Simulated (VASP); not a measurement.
Input of a VASP 6.6.1 run:

INCAR

```
  PREC = Accurate
  ENCUT = 520
  EDIFF = 1E-7
  ISMEAR = 1
  SIGMA = 0.1
  LREAL = F
  LASPH = T
  NELM = 100
  ALGO = Fast
  ISIF = 2
  LWAVE = F
  LCHARG = F
  GGA = PS
  IVDW = 12
  NBANDS = 8
```

KPOINTS

```
Automatic mesh
0
Gamma
  6 7 6
```

POSCAR

```
Sb
1.0
    3.1946340000      0.0488350000      0.0020760000
    0.0488350000      3.0885090000     -0.0194120000
    0.0020760000     -0.0194120000      3.1989920000
Sb
1
Direct
   -0.0275630000     -0.0127270000     -0.0189120000
```

Potentials or basis: VASP PAW PBE potentials, release 64 (Sb).

The run is started by

```bash
$ cat potpaw_PBE.64/Sb/POTCAR > POTCAR
$ mpirun -np 1 vasp_std > vasp.out
```

(1) What does it give for the band gap on the k mesh?

(2) What does it give for the dispersion energy per atom?

(3) Predict the pressure.

## Answers

(1) none (metal or under the smearing width).

(2) -0.432 eV.

(3) -6.4 GPa.

Caveat: the PAW data sets were made with another functional, which shifts forces and pressure a little; pairwise dispersion overbinds metals, which lowers pressure and volume.
